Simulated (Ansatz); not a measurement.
# Ag3O: the cost of one run

Computed with Ansatz 0.2.0 (DFT PBE, scalar-relativistic, plane waves, PAW, unless a step's input says otherwise).

## (1) The starting structure

It takes space group Fm-3m (No. 225, cubic). The conventional cell has a = 7.026 Å, b = 7.026 Å, c = 7.026 Å, α = 90.00°, β = 90.00°, γ = 90.00°. Ag (site symmetry -43m) is surrounded by 4 O at 3.04 Å and 4 Ag at 3.04 Å. Around Ag (site symmetry m-3m) lie 8 Ag at 3.04 Å. Around O (site symmetry m-3m) lie 8 Ag at 3.04 Å.

As a file:

```cif
data_structure
_symmetry_space_group_name_H-M 'P 1'
_symmetry_Int_Tables_number 1
_cell_length_a 4.9684
_cell_length_b 4.9684
_cell_length_c 4.9684
_cell_angle_alpha 60.000
_cell_angle_beta 60.000
_cell_angle_gamma 60.000
_cell_volume 86.72
loop_
_atom_site_label
_atom_site_type_symbol
_atom_site_fract_x
_atom_site_fract_y
_atom_site_fract_z
_atom_site_occupancy
Ag1 Ag 0.75000 0.75000 0.75000 1
Ag2 Ag 0.00000 0.00000 0.00000 1
Ag3 Ag 0.25000 0.25000 0.25000 1
O1 O 0.50000 0.50000 0.50000 1
```

A structure generator made this guess: random cell by space group and Wyckoff sites (Fm-3m, No. 225). Lengths come from tabulated atomic sizes and are only a guess.

## (2) The guess as it stands, on a coarse mesh

Input file input.yaml:

```yaml
crystal:
  lattice:
    - [0.0, 3.51316891, 3.51316891]
    - [3.51316891, 0.0, 3.51316891]
    - [3.51316891, 3.51316891, 0.0]
  atoms:
    - { symbol: Ag, position: [0.75, 0.75, 0.75] }
    - { symbol: Ag, position: [0.0, 0.0, 0.0] }
    - { symbol: Ag, position: [0.25, 0.25, 0.25] }
    - { symbol: O, position: [0.5, 0.5, 0.5] }
basis:
  ecutwfc: 420
kpoints:
  mp_grid: { grid: [4, 4, 4] }
hamiltonian:
  xc: pbe
scf:
  occupations: { method: gaussian, width: 0.1 }
  lower_state_search: "off"
output:
  forces: true
  stress: true
  eigenvalues: true
```

Command:

```sh
$ ansatz run input.yaml --threads 1 --pin off --max-ram 2560MiB --backend cpu --events-out ev --progress --plain --runs-dir out
```

What time and memory should one allow on 1 thread of Arm Neoverse V2, shared host?

About 1.5 s, with a peak of 0.31 GiB.
